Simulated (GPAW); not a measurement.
Crystal: Ni.

```
Ni
1.0
     0.00000    1.73757    1.73757
     1.73757    0.00000    1.73757
     1.73757    1.73757    0.00000
Ni
1
Direct
  0.00000 0.00000 0.00000
```

- Program: GPAW 26.7.0
- Task: single point
- Functional: PBE
- Potentials or basis: GPAW PAW data sets (gpaw-data 1.2.1)
- Cutoff: 600 eV
- Basis: pw
- k mesh: 13 × 13 × 13
- Occupations: fermi-dirac, width 0.05 eV
- Spin: collinear spin, ferromagnetic start
- Starting moments: [1.0] μB

On this cell: pressure 10.6 GPa; net moment 0.63 μB per cell; site moments Ni +0.67 μB; band gap on the k mesh none (metal or under the smearing width).

The same run follows on a disturbed copy (cell strained at random at fixed volume):

```xyz
1
Lattice="0.0165 1.7573 1.7682 1.7191 0.0163 1.7685 1.7145 1.7528 0.0210" Properties=species:S:1:pos:R:3 pbc="T T T"
Ni   -0.0366   -0.0460    0.0311
```

**Question.** What changes?

**Answer.** The energy (extrapolated to zero smearing) moves by +3.6 meV/atom; pressure 10.7 GPa; net moment 0.63 μB per cell; site moments Ni +0.67 μB; band gap on the k mesh none (metal or under the smearing width).

Stress tensor (GPa, compression positive):
```
12.74 -1.18 -2.01
-1.18 10.13 -1.67
-2.01 -1.67  9.14
```

Caveats: the stock nickel data set gives pressures a few GPa off other programs.
